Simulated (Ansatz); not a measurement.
# PbSe (Clausthalite) (Fm-3m) in Ansatz: further runs

Runs on PbSe (Clausthalite). Level: PBEsol. Tasks: band structure.

Program: Ansatz 0.2.0. These are calculated values, not measurements. Logs are shortened: lines on timing, memory, paths and dates and some standing lists are left out, and cuts for length are marked.

**Measured values to compare with.**

A printed reference work, monograph reports, for a bulk crystal of PbSe: band gap 0.28 eV (direct) at 300 K; band gap 0.15 eV (direct) at 4.2 K.

The results are compared with them further down.

**1. The structure**

Symmetry: Fm-3m, No. 225, cubic system. Conventional cell: a = 6.121 Å, b = 6.121 Å, c = 6.121 Å, α = 90.00°, β = 90.00°, γ = 90.00°. Pb (site symmetry m-3m) is surrounded by 6 Se at 3.06 Å. Around Se (site symmetry m-3m) lie 6 Pb at 3.06 Å.

**2. Band structure, PBEsol**

input.yaml

```yaml
crystal:
  lattice:
    - [0.0, 3.06065, 3.06065]
    - [3.06065, 0.0, 3.06065]
    - [3.06065, 3.06065, 0.0]
  atoms:
    - { symbol: Pb, position: [0.0, 0.0, 0.0] }
    - { symbol: Se, position: [0.5, 0.5, 0.5] }
kpoints:
  mp_grid: { grid: [8, 8, 8] }
  band_path:
    path:
      - [0.0, 0.0, 0.0]
      - [0.5, 0.0, 0.5]
      - [0.5, 0.25, 0.75]
      - [0.375, 0.375, 0.75]
      - [0.0, 0.0, 0.0]
      - [0.5, 0.5, 0.5]
      - [0.625, 0.25, 0.625]
      - [0.5, 0.25, 0.75]
    npoints: 8
scf:
  occupations: { method: fermi_dirac, width: 0.05 }
hamiltonian:
  xc: pbesol
  pseudopotentials: { kind: all_electron, lapw: { basis_error: 0.001 } }
output:
  forces: true
  stress: true
  eigenvalues: true
```

Potentials or basis: all-electron LAPW, scalar-relativistic.

On the command line:

```sh
$ ansatz run input.yaml --threads 1 --pin off --max-ram 3072MiB --backend cpu --events-out ev --progress --plain --runs-dir out
```

The log of the run:

```text
Warning: RAYON_NUM_THREADS=1 ignored (pool sized by the plan → 1); use --threads N
LAPW: plane waves up to 7.017 Å⁻¹, error target 1.0e-3 eV per atom; small_component_spin mean_spin; Se in spheres of 1.440 Å, 24 of its electrons in bands, Dirac shells []; Pb in spheres of 1.621 Å, 36 of its electrons in bands, Dirac shells [] (how accurate: hamiltonian.pseudopotentials.lapw.basis_error, Limitations)
Engine: ansatz 0.2.0, x86_64-unknown-linux-gnu
Pseudopotentials: kind: all_electron
Pseudopotential: Pb, LAPW, valence charge 36, lapw/all_electron/scalar/gaussian/Pb, Koelling and Harmon's equation, gaussian nucleus
Pseudopotential: Se, LAPW, valence charge 24, lapw/all_electron/scalar/gaussian/Se, Koelling and Harmon's equation, gaussian nucleus
Functional definition: PBEsol
  exchange = pbesol_x
  correlation = pbesol_c
Crystal: 2 atoms, lattice volume = 57.342 Å³
Basis set: ecut = 187.62343428004087 eV, 331 PW (Γ), exchange–correlation at level 2
Bands: 36, of which v1, the nominal top of the filled ones, is band 30 counted from 1 (29 counted from 0)
Symmetry: 48 space group operations
Space group: Fm-3m (ITA 225), of the structure as read, at distance tolerance 3.9e-5 Å
k-points: 29 of 512
Non-local potential: Pb, projectors of the file, none
Non-local potential: Se, projectors of the file, none
Initial density: superposition of atomic densities (chi_scale 0.1, normalization cell, long waves kept (reshape's long-wave potential 0.00 eV rms))
Initial wavefunctions: plane waves of lowest kinetic energy (no species holds an atomic orbital)
Functional: x = pbesol(κ = 0.804, μ = 0.12345679012345678), c = pbesol(β = 0.046)
iter 1 solved again at ethr=1.25e-3 eV; its pass at ethr=1.00e-1 eV (dr2=7.49e-1 eV) is discarded
SCF iter   1: F=—  HF=-633997.300221 eV  |F-HF|=—  |Δ(HF+E_count)|=         —  Δρ=2.33e-2  dr2=7.49e-1  ethr=1.25e-3  ⟨swp⟩=2.0  Hψ=6418  notcnv=0
preconditioner: auto → none  [insulator: Δε(μ)=0.495 eV  Ē_g=16.795 eV  σ=0.050 eV  W_gap=0.99  n_scr=14 (ndim 8)  ℏωp=21.9 eV  f_vac=0.122  D(μ)=0.00/eV (n_scr^D=0)  ε∞_Penn≈2.7]
iter 2 solved again at ethr=3.12e-5 eV; its pass at ethr=1.25e-3 eV (dr2=1.87e-2 eV) is discarded
SCF iter   2: F=—  HF=-633997.069675 eV  |F-HF|=—  |Δ(HF+E_count)|=   2.31e-1  Δρ=5.36e-3  dr2=1.87e-2  ethr=3.12e-5  ⟨swp⟩=2.0  Hψ=5440  notcnv=0
SCF iter   3: F=—  HF=-633997.036672 eV  |F-HF|=—  |Δ(HF+E_count)|=   3.30e-2  Δρ=3.14e-3  dr2=9.70e-3  ethr=3.12e-5  ⟨swp⟩=2.4  Hψ=3278  notcnv=0
SCF iter   4: F=—  HF=-633997.036540 eV  |F-HF|=—  |Δ(HF+E_count)|=   1.32e-4  Δρ=7.80e-4  dr2=4.58e-4  ethr=1.62e-5  ⟨swp⟩=2.0  Hψ=3103  notcnv=0
SCF iter   5: F=—  HF=-633997.036563 eV  |F-HF|=—  |Δ(HF+E_count)|=   2.32e-5  Δρ=9.69e-5  dr2=4.97e-6  ethr=7.64e-7  ⟨swp⟩=2.0  Hψ=3104  notcnv=0
SCF iter   6: F=—  HF=-633997.036567 eV  |F-HF|=—  |Δ(HF+E_count)|=   4.16e-6  Δρ=1.69e-5  dr2=3.25e-7  ethr=8.29e-9  ⟨swp⟩=2.9  Hψ=3169  notcnv=0
SCF iter   7: F=-633997.036567 eV  HF=-633997.036567 eV  |F-HF|=2.41e-8  |Δ(HF+E_count)|=   2.31e-7  Δρ=5.78e-6  dr2=4.01e-8  ethr=5.42e-10  ⟨swp⟩=2.0  Hψ=3104  notcnv=0
SCF 1 converged in 7 iterations: F = -633997.036567 eV  dr2 = 4.01e-8
NSCF: frozen V_eff on 57 k-points
SCF converged after 7 iterations
Free energy (F): -633997.036567 eV
Harris-Foulkes:  -633997.036567 eV  (|F-HF|=2.41e-8)
Internal energy: -633997.035987 eV  (E = F + TS)
E sigma→0 (E₀):  -633997.036277 eV
Entropy (-TS):   -0.000580 eV (-0.290 meV/atom)
Fermi energy:    11.701579 eV
--- Per-component energies (eV) ---
  E_band       = -3860.842702
  E_kinetic    = 722373.374031
  E_xc         = -12777.471609
  E_electrostatic = -1343592.938409  (all electrons and nuclei)
  E_smearing   = -0.000580  (= −TS)
  E_closure    = 0.000000  (closes the sum)
  E_atoms      = -633988.145556  (free atoms, spherical and without spin; not in F)
  Σ components = -633997.036567   (vs F -633997.036567, Δ=0.00e0)
  Basis errors (estimates in eV, not in F): energy 3.5e-4 per atom: plane waves 3.3e-4 (1.8e-4 summed), levels above the bands 4.2e-71, relativity 1.2e-8, radial functions 2.1e-5, core shells 1.4e-8; eigenvalues (radial functions only) 3.9e-6; not estimated: angular momenta, meshes, grids; target (lapw.basis_error) 1.0e-3; muffin-tin radii Se 1.440 Å, Pb 1.621 Å
--- Forces (eV/Å), atoms counted from 1 ---
  atom   1  Pb    -0.00000000    -0.00000000     0.00000000
  atom   2  Se     0.00000000    -0.00000000    -0.00000000
  max |Σ_I F_I| component: 1.40e-31 eV/Å
--- Stress (GPa, compression-positive) ---
       -0.498633       0.000000      -0.000000
        0.000000      -0.498633       0.000000
       -0.000000       0.000000      -0.498633
  P = ⅓ Tr σ = -0.4986 GPa (-4.986 kbar)
--- Band table (eV; the first three rows and the last of 29) ---
  k-point 0: bands = ["-195.5759", "-135.2402", "-135.2402", "-135.2402", "-127.8639", "-116.9137", "-116.9112", "-116.9112", "-116.9112", "-116.9093", "-116.9093", "-116.9093", "-69.6544", "-69.6544", "-69.6544", "-35.6737", "-35.6737", "-35.6714", "-35.6714", "-35.6714", "-5.1658", "-5.1658", "-5.1658", "-5.1651", "-5.1651", "-2.0110", "5.2756", "9.7259", "9.7259", "9.7259", "16.2784", "16.2784", "16.2784", "18.0530", "18.0530", "18.0530"]
  k-point 1: bands = ["-195.5759", "-135.2402", "-135.2402", "-135.2402", "-127.8639", "-116.9137", "-116.9112", "-116.9112", "-116.9112", "-116.9093", "-116.9093", "-116.9093", "-69.6544", "-69.6544", "-69.6544", "-35.6737", "-35.6737", "-35.6714", "-35.6713", "-35.6713", "-5.1689", "-5.1689", "-5.1653", "-5.1608", "-5.1608", "-1.8922", "4.8827", "9.7668", "9.7668", "9.9984", "15.1949", "15.6002", "15.6002", "17.8376", "18.3989", "18.3989"]
  k-point 2: bands = ["-195.5759", "-135.2402", "-135.2402", "-135.2402", "-127.8639", "-116.9137", "-116.9112", "-116.9112", "-116.9112", "-116.9093", "-116.9093", "-116.9093", "-69.6545", "-69.6544", "-69.6544", "-35.6737", "-35.6737", "-35.6713", "-35.6713", "-35.6713", "-5.1777", "-5.1777", "-5.1641", "-5.1489", "-5.1489", "-1.5658", "4.0134", "9.8869", "9.8869", "10.5438", "13.6983", "14.4745", "14.4745", "18.0141", "19.2688", "19.2688"]
  k-point 28: bands = ["-195.5759", "-135.2402", "-135.2402", "-135.2402", "-127.8639", "-116.9137", "-116.9112", "-116.9112", "-116.9112", "-116.9093", "-116.9093", "-116.9093", "-69.6545", "-69.6545", "-69.6545", "-35.6737", "-35.6736", "-35.6713", "-35.6713", "-35.6712", "-5.2595", "-5.1655", "-5.1533", "-5.1533", "-5.1200", "-0.5347", "3.5704", "7.3394", "7.3394", "10.8159", "13.4371", "16.4888", "16.4888", "19.2668", "19.2668", "23.3713"]
```

Run time: 6.5 s. Hardware: 1 thread of Intel Xeon 6975P-C (Granite Rapids), shared host; peak memory 0.35 GiB.

What came out:

```
Free energy             : -633997.0366 eV
Pressure                : -0.5 GPa
Band gap on the k mesh  : 0.20 eV, direct
Band gap along the path : 0.20 eV, direct
```

Levels at the corners of the path, in eV from the valence-band top:
| point | band 26 | band 27 | band 28 | band 29 | band 30 | band 31 | band 32 | band 33 | band 34 | band 35 |
| --- | --- | --- | --- | --- | --- | --- | --- | --- | --- | --- |
| Γ | -13.61 | -6.33 | -1.88 | -1.88 | -1.88 | 4.68 | 4.68 | 4.68 | 6.45 | 6.45 |
| X | -12.17 | -7.40 | -5.03 | -3.25 | -3.25 | 3.58 | 5.58 | 5.58 | 6.00 | 11.33 |
| W | -12.14 | -8.03 | -4.26 | -4.26 | -0.79 | 1.83 | 4.89 | 4.89 | 7.66 | 7.66 |
| K | -12.18 | -8.06 | -4.61 | -2.74 | -2.42 | 3.34 | 3.99 | 5.39 | 5.74 | 10.05 |
| Γ | -13.61 | -6.33 | -1.88 | -1.88 | -1.88 | 4.68 | 4.68 | 4.68 | 6.45 | 6.45 |
| L | -12.54 | -8.82 | -1.47 | -1.47 | 0.00 | 0.20 | 1.65 | 1.65 | 8.40 | 10.10 |
| U | -12.18 | -8.06 | -4.61 | -2.74 | -2.42 | 3.34 | 3.99 | 5.39 | 5.74 | 10.05 |
| W | -12.14 | -8.03 | -4.26 | -4.26 | -0.79 | 1.83 | 4.89 | 4.89 | 7.66 | 7.66 |

Caveat: spin-orbit coupling is left out, which as a rule narrows the gap of such compounds by several tenths of an eV.

**3. Band structure, PBEsol**

Edit input.yaml of step 2 so:

```diff
@@ -25,3 +25,6 @@
   xc: pbesol
-  pseudopotentials: { kind: all_electron, lapw: { basis_error: 0.001 } }
+  pseudopotentials:
+    kind: all_electron
+    lapw: { basis_error: 0.001 }
+    relativity: none
 output:
```

Potentials or basis: all-electron LAPW, non-relativistic.

On the command line:

```sh
$ ansatz run input.yaml --threads 1 --pin off --max-ram 3072MiB --backend cpu --events-out ev --progress --plain --runs-dir out
```

The log of the run:

```text
Warning: RAYON_NUM_THREADS=1 ignored (pool sized by the plan → 1); use --threads N
LAPW: plane waves up to 7.005 Å⁻¹, error target 1.0e-3 eV per atom; Se in spheres of 1.439 Å, 24 of its electrons in bands, Dirac shells []; Pb in spheres of 1.622 Å, 36 of its electrons in bands, Dirac shells [] (how accurate: hamiltonian.pseudopotentials.lapw.basis_error, Limitations)
[... 1 set-up line as earlier in the session ...]
[... 56 lines left out ...]
  k-point 0: bands = ["-187.9581", "-134.9783", "-134.9761", "-134.9761", "-134.9761", "-134.9744", "-134.9744", "-134.9744", "-133.3477", "-133.3477", "-133.3477", "-97.5234", "-63.0862", "-63.0862", "-63.0862", "-36.6581", "-36.6581", "-36.6567", "-36.6567", "-36.6567", "-7.6282", "-7.6282", "-7.6282", "-7.6273", "-7.6273", "-0.9708", "8.4282", "10.0631", "10.0631", "10.0631", "17.0045", "17.0045", "17.0045", "18.0243", "18.0243", "18.0243"]
  k-point 1: bands = ["-187.9581", "-134.9783", "-134.9761", "-134.9761", "-134.9761", "-134.9744", "-134.9744", "-134.9744", "-133.3477", "-133.3477", "-133.3477", "-97.5234", "-63.0862", "-63.0862", "-63.0862", "-36.6581", "-36.6581", "-36.6567", "-36.6567", "-36.6567", "-7.6297", "-7.6297", "-7.6276", "-7.6246", "-7.6246", "-0.8661", "7.6113", "10.0916", "10.0916", "10.7917", "16.0283", "16.1992", "16.1992", "18.0395", "18.4009", "18.4009"]
  k-point 2: bands = ["-187.9581", "-134.9783", "-134.9761", "-134.9761", "-134.9761", "-134.9744", "-134.9744", "-134.9744", "-133.3477", "-133.3477", "-133.3477", "-97.5234", "-63.0863", "-63.0862", "-63.0862", "-36.6581", "-36.6581", "-36.6567", "-36.6567", "-36.6567", "-7.6349", "-7.6349", "-7.6262", "-7.6164", "-7.6164", "-0.5853", "6.3972", "10.1780", "10.1780", "11.7090", "14.8202", "15.0109", "15.0109", "18.2607", "19.2885", "19.2885"]
  k-point 28: bands = ["-187.9581", "-134.9783", "-134.9761", "-134.9761", "-134.9761", "-134.9744", "-134.9744", "-134.9744", "-133.3477", "-133.3477", "-133.3477", "-97.5234", "-63.0863", "-63.0863", "-63.0862", "-36.6581", "-36.6580", "-36.6567", "-36.6567", "-36.6566", "-7.6652", "-7.6258", "-7.6188", "-7.6188", "-7.5964", "0.2767", "6.4286", "7.6593", "7.6593", "11.8909", "14.0722", "16.8051", "16.8051", "19.6755", "19.6755", "23.3976"]
```

bands.tsv:

```text
[... 70 lines left out ...]
4.871683	-200.827528	-147.847690	-147.845527	-147.845527	-147.845527	-147.843798	-147.843798	-147.843798	-146.217141	-146.217141	-146.217141	-110.392800	-75.955715	-75.955715	-75.955682	-49.527528	-49.527476	-49.526097	-49.526097	-49.526027	-20.534591	-20.495198	-20.488252	-20.488252	-20.465803	-12.592773	-6.440809	-5.210085	-5.210085	-0.978554	1.202747	3.935675	3.935675	6.806107	6.806107	10.528153
```

Run time: 6.3 s. Hardware: 1 thread of Intel Xeon 6975P-C (Granite Rapids), shared host; peak memory 0.35 GiB.

What came out:

* Free energy: -596555.8225 eV
* Pressure: 0.8 GPa
* Band gap on the k mesh: 0.50 eV, direct
* Band gap along the path: 0.42 eV, indirect (least direct gap 0.52 eV)

Levels at the corners of the path, in eV from the valence-band top:
```
point  band 27  band 28  band 29  band 30  band 31  band 32  band 33  band 34
    Γ    -4.20    -2.57    -2.57    -2.57     4.37     4.37     4.37     5.39
    X    -5.73    -4.97    -3.94    -3.94     2.57     5.22     5.22     5.49
    W    -6.20    -4.97    -4.97    -0.74     1.44     4.18     4.18     7.05
    K    -6.40    -5.32    -3.46    -2.32     2.91     3.52     4.81     5.04
    Γ    -4.20    -2.57    -2.57    -2.57     4.37     4.37     4.37     5.39
    L    -7.58    -2.27    -2.27    -0.28     1.17     1.17     1.19     7.52
    U    -6.40    -5.32    -3.46    -2.32     2.91     3.52     4.81     5.04
    W    -6.20    -4.97    -4.97    -0.74     1.44     4.18     4.18     7.05
```

Caveat: relativity is left out, which matters for the heavier elements; spin-orbit coupling is left out, which as a rule narrows the gap of such compounds by several tenths of an eV; the mesh misses the band edges, which the band path finds closer together.

**4. Band structure, PBEsol**

Edit input.yaml of step 3 so:

```diff
@@ -25,6 +25,3 @@
   xc: pbesol
-  pseudopotentials:
-    kind: all_electron
-    lapw: { basis_error: 0.001 }
-    relativity: none
+  pseudopotentials: { kind: all_electron, datasets: crystal }
 output:
@@ -33 +30,3 @@
   eigenvalues: true
+  elf: true
+  volumetric_format: npy
```

Potentials or basis: all-electron PAW datasets made for the crystal.

On the command line:

```sh
$ ansatz run input.yaml --threads 1 --pin off --max-ram 3072MiB --backend cpu --events-out ev --progress --plain --runs-dir out
```

It took 4.9 s on 1 thread of Intel Xeon 6975P-C (Granite Rapids), shared host; peak memory 0.46 GiB.

Results (log left out):

- Free energy: -633997.0371 eV
- Pressure: -0.5 GPa
- Band gap on the k mesh: 0.20 eV, direct
- Band gap along the path: 0.20 eV, direct

Levels at the corners of the path, in eV from the valence-band top:
```csv
point,band 6,band 7,band 8,band 9,band 10,band 11,band 12,band 13,band 14
Γ,-13.61,-6.33,-1.88,-1.88,-1.88,4.68,4.68,4.68,6.45
X,-12.17,-7.40,-5.03,-3.25,-3.25,3.58,5.58,5.58,6.00
W,-12.14,-8.03,-4.26,-4.26,-0.79,1.83,4.89,4.89,7.66
K,-12.18,-8.06,-4.61,-2.74,-2.42,3.34,3.99,5.39,5.74
Γ,-13.61,-6.33,-1.88,-1.88,-1.88,4.68,4.68,4.68,6.45
L,-12.54,-8.83,-1.47,-1.47,0.00,0.20,1.65,1.65,8.40
U,-12.18,-8.06,-4.61,-2.74,-2.42,3.34,3.99,5.39,5.74
W,-12.14,-8.03,-4.26,-4.26,-0.79,1.83,4.89,4.89,7.66
```

Caveat: spin-orbit coupling is left out, which as a rule narrows the gap of such compounds by several tenths of an eV.

**5. Summary**

| potentials or basis | cutoff (eV) | basis error allowed | gap on the mesh (eV) | pressure (GPa) |
| --- | --- | --- | --- | --- |
| all-electron LAPW, scalar-relativistic | 188 | 0.001 eV/atom | 0.20 | -0.5 |
| all-electron LAPW, non-relativistic | 187 | 0.001 eV/atom | 0.50 | 0.8 |
| all-electron PAW datasets made for the crystal | 240 | - | 0.20 | -0.5 |

Alike in all rows: task band structure; level PBEsol; no spin polarisation; cell as given; k mesh 8 × 8 × 8; smearing fermi-dirac 0.05 eV.

Caveats: spin-orbit coupling is left out, which as a rule narrows the gap of such compounds by several tenths of an eV; relativity is left out, which matters for the heavier elements (some runs); the mesh misses the band edges, which the band path finds closer together (some runs).

Compare energies only between runs with the same functional and basis.

**6. Against experiment**

Step 2. A measured gap of PbSe is 0.28 eV (direct; 300 K; a printed reference work, monograph); the calculated 0.20 eV misses it by -0.08 eV. 2 values of this kind are on record (0.15 to 0.28 eV); this one was drawn at random. Spin-orbit coupling on Pb, Se is left out. The value is that of PBEsol, without temperature or zero-point motion. Semilocal functionals fall short of measured gaps as a rule.

Step 3. Measured direct gap of PbSe: 0.15 eV (direct; 4.2 K; a printed reference work, monograph). This calculation gives 0.52 eV (+0.37 eV). 2 values of this kind are on record (0.15 to 0.28 eV); this one was drawn at random. Spin-orbit coupling on Pb, Se is left out. The value is that of PBEsol, without temperature or zero-point motion.

Step 4. Measured gap of PbSe: 0.15 eV (direct; 4.2 K; a printed reference work, monograph). This calculation gives 0.20 eV (+0.05 eV). 2 values of this kind are on record (0.15 to 0.28 eV); this one was drawn at random. Spin-orbit coupling on Pb, Se is left out. The value is that of PBEsol, without temperature or zero-point motion.
